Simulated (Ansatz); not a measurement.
# Rb: levels along high-symmetry lines

```xyz
1
Lattice="0.0000 3.5758 3.5758 3.5758 0.0000 3.5758 3.5758 3.5758 0.0000" Properties=species:S:1:pos:R:3 pbc="T T T"
Rb    0.0000    0.0000    0.0000
```

The structure comes from a relaxation in the same program, started in the fcc type, and has space group Fm-3m. Whether it is a known phase or the ground state wasn't checked.

Method: DFT, PBE, all-electron LAPW, scalar-relativistic (Ansatz 0.2.0).

Sampling and basis: a Γ-centred 11×11×11 k mesh, Fermi–Dirac smearing of 0.03 eV, basis error target 0.5 meV/atom, no spin polarisation.

Points in fractions of the reciprocal vectors of this cell: Γ (0, 0, 0), X (0.5, 0, 0.5), U (0.625, 0.25, 0.625), K (0.375, 0.375, 0.75), L (0.5, 0.5, 0.5), W (0.5, 0.25, 0.75). The path joins them by straight lines in the order Γ–X–U–K–Γ–L–W–X; legs that retrace an earlier one aren't tabulated. Energies are in eV from the Fermi level.

Task: Metal or insulator at this level of theory?

Result: No gap opens: metallic or semimetallic.

Task: Tabulate bands 1 to 7, counted from the lowest band of the run, along the path.

Result: 
```json
{"k (1/Å)": "0.00", "point": "Γ", "band 1": "-28.92", "band 2": "-12.97", "band 3": "-12.97", "band 4": "-12.97", "band 5": "-1.99", "band 6": "3.56", "band 7": "3.56"}
{"k (1/Å)": "0.22", "point": "", "band 1": "-28.92", "band 2": "-12.98", "band 3": "-12.97", "band 4": "-12.97", "band 5": "-1.76", "band 6": "3.10", "band 7": "3.62"}
{"k (1/Å)": "0.44", "point": "", "band 1": "-28.92", "band 2": "-13.01", "band 3": "-12.98", "band 4": "-12.98", "band 5": "-1.11", "band 6": "2.42", "band 7": "3.05"}
{"k (1/Å)": "0.66", "point": "", "band 1": "-28.92", "band 2": "-13.04", "band 3": "-13.00", "band 4": "-13.00", "band 5": "-0.16", "band 6": "1.96", "band 7": "2.05"}
{"k (1/Å)": "0.88", "point": "X", "band 1": "-28.92", "band 2": "-13.06", "band 3": "-13.00", "band 4": "-13.00", "band 5": "0.61", "band 6": "1.37", "band 7": "1.80"}
{"k (1/Å)": "0.96", "point": "", "band 1": "-28.92", "band 2": "-13.05", "band 3": "-13.00", "band 4": "-13.00", "band 5": "0.63", "band 6": "1.38", "band 7": "1.78"}
{"k (1/Å)": "1.03", "point": "", "band 1": "-28.92", "band 2": "-13.05", "band 3": "-13.01", "band 4": "-13.00", "band 5": "0.71", "band 6": "1.39", "band 7": "1.71"}
{"k (1/Å)": "1.11", "point": "", "band 1": "-28.92", "band 2": "-13.05", "band 3": "-13.01", "band 4": "-13.00", "band 5": "0.84", "band 6": "1.42", "band 7": "1.55"}
{"k (1/Å)": "1.19", "point": "U", "band 1": "-28.92", "band 2": "-13.04", "band 3": "-13.02", "band 4": "-12.99", "band 5": "0.98", "band 6": "1.31", "band 7": "1.46"}
{"k (1/Å)": "1.32", "point": "", "band 1": "-28.92", "band 2": "-13.04", "band 3": "-13.02", "band 4": "-13.00", "band 5": "0.98", "band 6": "1.18", "band 7": "1.65"}
{"k (1/Å)": "1.46", "point": "", "band 1": "-28.92", "band 2": "-13.04", "band 3": "-13.02", "band 4": "-13.00", "band 5": "0.96", "band 6": "1.12", "band 7": "1.83"}
{"k (1/Å)": "1.59", "point": "", "band 1": "-28.92", "band 2": "-13.04", "band 3": "-13.02", "band 4": "-13.00", "band 5": "0.98", "band 6": "1.18", "band 7": "1.65"}
{"k (1/Å)": "1.73", "point": "K", "band 1": "-28.92", "band 2": "-13.04", "band 3": "-13.02", "band 4": "-12.99", "band 5": "0.98", "band 6": "1.31", "band 7": "1.46"}
{"k (1/Å)": "1.96", "point": "", "band 1": "-28.92", "band 2": "-13.04", "band 3": "-13.02", "band 4": "-12.98", "band 5": "0.07", "band 6": "1.70", "band 7": "1.85"}
{"k (1/Å)": "2.19", "point": "", "band 1": "-28.92", "band 2": "-13.02", "band 3": "-12.99", "band 4": "-12.97", "band 5": "-1.00", "band 6": "2.21", "band 7": "2.83"}
{"k (1/Å)": "2.43", "point": "", "band 1": "-28.92", "band 2": "-12.99", "band 3": "-12.97", "band 4": "-12.97", "band 5": "-1.73", "band 6": "3.00", "band 7": "3.52"}
{"k (1/Å)": "2.66", "point": "Γ", "band 1": "-28.92", "band 2": "-12.97", "band 3": "-12.97", "band 4": "-12.97", "band 5": "-1.99", "band 6": "3.56", "band 7": "3.56"}
{"k (1/Å)": "2.85", "point": "", "band 1": "-28.92", "band 2": "-12.98", "band 3": "-12.97", "band 4": "-12.97", "band 5": "-1.82", "band 6": "3.11", "band 7": "3.63"}
{"k (1/Å)": "3.04", "point": "", "band 1": "-28.92", "band 2": "-13.01", "band 3": "-12.97", "band 4": "-12.97", "band 5": "-1.32", "band 6": "2.27", "band 7": "3.63"}
{"k (1/Å)": "3.23", "point": "", "band 1": "-28.92", "band 2": "-13.05", "band 3": "-12.98", "band 4": "-12.98", "band 5": "-0.58", "band 6": "1.36", "band 7": "3.44"}
{"k (1/Å)": "3.42", "point": "L", "band 1": "-28.92", "band 2": "-13.06", "band 3": "-12.98", "band 4": "-12.98", "band 5": "0.11", "band 6": "0.63", "band 7": "3.35"}
{"k (1/Å)": "3.58", "point": "", "band 1": "-28.92", "band 2": "-13.06", "band 3": "-12.99", "band 4": "-12.98", "band 5": "0.24", "band 6": "0.66", "band 7": "3.00"}
{"k (1/Å)": "3.73", "point": "", "band 1": "-28.92", "band 2": "-13.05", "band 3": "-13.00", "band 4": "-12.99", "band 5": "0.60", "band 6": "0.77", "band 7": "2.38"}
{"k (1/Å)": "3.89", "point": "", "band 1": "-28.92", "band 2": "-13.04", "band 3": "-13.02", "band 4": "-13.00", "band 5": "0.96", "band 6": "1.12", "band 7": "1.83"}
{"k (1/Å)": "4.04", "point": "W", "band 1": "-28.92", "band 2": "-13.03", "band 3": "-13.03", "band 4": "-13.00", "band 5": "1.14", "band 6": "1.52", "band 7": "1.52"}
{"k (1/Å)": "4.15", "point": "", "band 1": "-28.92", "band 2": "-13.04", "band 3": "-13.02", "band 4": "-13.00", "band 5": "1.02", "band 6": "1.45", "band 7": "1.60"}
{"k (1/Å)": "4.26", "point": "", "band 1": "-28.92", "band 2": "-13.05", "band 3": "-13.01", "band 4": "-13.00", "band 5": "0.81", "band 6": "1.41", "band 7": "1.70"}
{"k (1/Å)": "4.37", "point": "", "band 1": "-28.92", "band 2": "-13.05", "band 3": "-13.00", "band 4": "-13.00", "band 5": "0.66", "band 6": "1.38", "band 7": "1.77"}
{"k (1/Å)": "4.48", "point": "X", "band 1": "-28.92", "band 2": "-13.06", "band 3": "-13.00", "band 4": "-13.00", "band 5": "0.61", "band 6": "1.37", "band 7": "1.80"}
```
